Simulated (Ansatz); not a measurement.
A plane-wave DFT run in Ansatz 0.2.0 (scalar-relativistic PAW potentials unless the input names others): input and command.

```yaml
crystal:
  lattice:
    - [4.341407225, 0.0, 0.0]
    - [0.0, 4.341407225, 0.0]
    - [0.0, 0.0, 4.341407225]
  atoms:
    - { symbol: Cs, position: [0.0, 0.0, 0.0] }
    - { symbol: Cl, position: [0.5, 0.5, 0.5] }
basis:
  ecutwfc: 420
  ecutrho_ratio: 4
kpoints:
  mp_grid: { grid: [6, 6, 6] }
hamiltonian:
  xc: rpbe
scf:
  occupations: { method: gaussian, width: 0.02 }
output:
  forces: true
  eigenvalues: true
  stress: true
```

```bash
ansatz run input.yaml --threads 1 --pin off --max-ram 2560MiB --backend cpu --events-out ev --progress --plain --runs-dir out
```

Abridged log:
```
Basis set: ecut = 420 eV, 1575 PW (Γ), exchange–correlation on 60×60×60 points (8 copies of the dense FFT grid, shifted against one another)
Bands: 12, of which v1, the nominal top of the filled ones, is band 8 counted from 1 (7 counted from 0)
Symmetry: 48 space group operations
k-points: 20 of 216
SCF iter   1: F=—  HF=-6767.495857 eV  |F-HF|=—  |Δ(HF+E_count)|=         —  Δρ=2.27e-3  dr2=6.38e-3  ethr=1.77e-3  ⟨swp⟩=8.4  Hψ=1766  notcnv=0
SCF iter   2: F=—  HF=-6767.495068 eV  |F-HF|=—  |Δ(HF+E_count)|=   7.89e-4  Δρ=1.13e-3  dr2=1.01e-3  ethr=3.99e-5  ⟨swp⟩=2.7  Hψ=628  notcnv=0
SCF iter   3: F=—  HF=-6767.495133 eV  |F-HF|=—  |Δ(HF+E_count)|=   6.51e-5  Δρ=3.37e-4  dr2=1.12e-4  ethr=6.34e-6  ⟨swp⟩=2.0  Hψ=294  notcnv=0
SCF iter   4: F=—  HF=-6767.495174 eV  |F-HF|=—  |Δ(HF+E_count)|=   4.08e-5  Δρ=4.82e-5  dr2=1.24e-6  ethr=7.01e-7  ⟨swp⟩=2.7  Hψ=394  notcnv=0
SCF iter   5: F=—  HF=-6767.495118 eV  |F-HF|=—  |Δ(HF+E_count)|=   5.60e-5  Δρ=5.81e-6  dr2=2.22e-8  ethr=7.74e-9  ⟨swp⟩=2.0  Hψ=456  notcnv=0
SCF iter   6: F=-6767.495118 eV  HF=-6767.495118 eV  |F-HF|=7.52e-9  |Δ(HF+E_count)|=   1.65e-7  Δρ=1.31e-6  dr2=1.16e-9  ethr=1.39e-10  ⟨swp⟩=3.0  Hψ=984  notcnv=0
the search or the solves at the SCF's close seem to have found levels that the self-consistency loop had missed (the run counts 1). By its estimate they hold under 1e-12 electrons; where the run keeps them, the occupations were computed again with them
SCF 1 converged in 6 iterations: F = -6767.495118 eV  dr2 = 1.16e-9
SCF converged after 6 iterations
Free energy (F): -6767.495118 eV
Harris-Foulkes:  -6767.495118 eV  (|F-HF|=7.52e-9)
Internal energy: -6767.495118 eV  (E = F + TS)
E sigma→0 (E₀):  -6767.495118 eV
Fermi energy:    4.443783 eV
--- Forces (eV/Å), atoms counted from 1 ---
  atom   1  Cs     0.00000000     0.00000000     0.00000000
  atom   2  Cl     0.00000000     0.00000000     0.00000000
--- Stress (GPa, compression-positive) ---
        0.312257       0.000000       0.000000
        0.000000       0.312257       0.000000
        0.000000       0.000000       0.312257
  P = ⅓ Tr σ = 0.3123 GPa (3.123 kbar)
```

Apart from outputs and empty bands, the input differs from a reference run on usual settings in hamiltonian.xc: "pbe" → "rpbe"; basis.ecutrho_ratio: not typed → 4. The reference, at the same geometry (not necessarily relaxed), gave pressure -1.07 GPa, largest force 0.000 eV/Å, gap on the mesh 4.63 eV. This run converged in 6 SCF iterations (reference: 6) with a total energy on another zero, pressure 0.31 GPa, largest force 0.000 eV/Å, gap on the mesh 4.94 eV.

The run took 2 s on 1 thread of Intel(R) Xeon(R) Platinum 8259CL CPU @ 2.50GHz (Skylake/Cascade Lake) (shared host), peak memory 0.39 GiB.